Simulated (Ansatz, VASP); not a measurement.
## Two plane-wave programs on Pd

Contents of INCAR:

```
SYSTEM = Pd
PREC = Accurate
ENCUT = 520
EDIFF = 1E-7
ISMEAR = -1
SIGMA = 0.05
LREAL = .False.
LASPH = .True.
NELM = 60
ALGO = Normal
ISIF = 2
LWAVE = .False.
LCHARG = .False.
GGA = PS
NBANDS = 11
```

The input KPOINTS:

```
Automatic mesh
0
Gamma
  12 12 12
  0 0 0
```

File POSCAR:

```
Pd
1.0
    0.0000000000      1.9465000000      1.9465000000
    1.9465000000      0.0000000000      1.9465000000
    1.9465000000      1.9465000000      0.0000000000
Pd
1
Direct
    0.0000000000      0.0000000000      0.0000000000
```

input.yaml

```yaml
crystal:
  lattice:
    - [0.0, 1.9465, 1.9465]
    - [1.9465, 0.0, 1.9465]
    - [1.9465, 1.9465, 0.0]
  atoms:
    - { symbol: Pd, position: [0.0, 0.0, 0.0] }
hamiltonian:
  xc: pbesol
  pseudopotentials: { kind: paw }
kpoints:
  mp_grid: { grid: [12, 12, 12] }
scf:
  occupations: { method: fermi_dirac, width: 0.05 }
output:
  forces: true
  stress: true
  eigenvalues: true
```

Alike in both runs: task single point; functional PBEsol; k mesh 12 × 12 × 12; occupations fermi-dirac, width 0.05 eV; no spin polarisation.

|  | VASP | Ansatz |
| --- | --- | --- |
| version | VASP 6.6.1 | Ansatz 0.2.0 |
| potentials or method | VASP PAW PBE potentials, release 64 (Pd) | Ansatz PAW |
| plane-wave cutoff (eV) | 520 | 420 |
| valence electrons in the cell | 10 | 18 |

VASP gave:

```
gap on the k mesh at the Fermi level (eV) : none
pressure (GPa)                            : -3.2
```

Question: Estimate Ansatz's values.

Answer: gap on the k mesh at the Fermi level (eV): none; pressure (GPa): -2.9.

A gap of «none» marks a metal or a gap that the smearing closes. The two sets of potentials don't hold the same shells in valence.

Caveats: the PAW data sets were made with another functional, which shifts forces and pressure a little (VASP); the PAW data sets come from PBE, with cores solved anew for the run's functional, which leaves a small shift of forces and pressure (Ansatz).
